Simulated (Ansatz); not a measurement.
## Comparing deformations in SnSe

All numbers below come from DFT LDA, scalar-relativistic, plane waves, PAW (Ansatz 0.2.0). Settings: plane waves to 420 eV, k-mesh 6×6×4 (Γ-centred), Gaussian smearing 0.05 eV. No spin polarisation. Energies are free energies at this smearing, counted from the undisturbed cell; pressure is positive in compression.

Zero of the scan (relaxed at this level; this form isn't the usual structure):

```
Sn Se
1.0
     4.18990    0.00000    0.00000
     0.00000    4.18990    0.00000
     0.00000    0.00000   10.97962
Sn Se
2 2
Direct
  0.50000 0.00000 0.37816
  0.00000 0.50000 0.62184
  0.50000 0.00000 0.62178
  0.00000 0.50000 0.37822
```

The cell holds layers and no dispersion correction was added, so their binding is poorly described.

The cell is strained by ε times a Voigt pattern (xx, yy, zz, yz, xz, xy; engineering shear) with fractional coordinates fixed. τ = (1/V0) dE/dε comes from the stress tensor. Of each scan, only the three points used here are listed.

| pattern | ε | τ (GPa) |
| --- | --- | --- |
| (1, -1, 0, 0, 0, 0) | -0.0125 | -0.498 |
| (1, -1, 0, 0, 0, 0) | 0.0000 | 0.000 |
| (1, -1, 0, 0, 0, 0) | 0.0125 | 0.498 |
| (0, 0, 0, 1, 0, 0) | -0.0075 | -0.0564 |
| (0, 0, 0, 1, 0, 0) | 0.0000 | 0.0000 |
| (0, 0, 0, 1, 0, 0) | 0.0075 | 0.0564 |
| (1, 1, 0, 0, 0, 0) | -0.0150 | -2.78 |
| (1, 1, 0, 0, 0, 0) | 0.0000 | 0.00 |
| (1, 1, 0, 0, 0, 0) | 0.0150 | 2.37 |
| (0, 0, 1, 0, 0, 0) | -0.0150 | -1.00 |
| (0, 0, 1, 0, 0, 0) | 0.0000 | 0.00 |
| (0, 0, 1, 0, 0, 0) | 0.0150 | 0.83 |

Q: Which constants do the scans give, and which deformation costs least for the same size of strain tensor?

A: The slope dτ/dε at zero (parabola through three points) is pᵀCp: (1, -1, 0, 0, 0, 0) gives C11 + C22 − 2 C12 = 40 GPa; (0, 0, 0, 1, 0, 0) gives C44 = 7.5 GPa; (1, 1, 0, 0, 0, 0) gives C11 + C22 + 2 C12 = 172 GPa; (0, 0, 1, 0, 0, 0) gives C33 = 61 GPa. The size of the strain tensor, ε:ε, is ε² times 2.0, 0.5, 2.0, 1.0. Per unit of it the stiffnesses are 20, 15.0, 86, 61 GPa, so (0, 0, 0, 1, 0, 0) is the softest of these: at ε:ε = (1 %)² the quadratic term costs 0.23 meV/atom against 1.29 for the stiffest. These are clamped-ion values.

Forces appear on the atoms along this scan, and letting them relax would lower the energy and soften the response.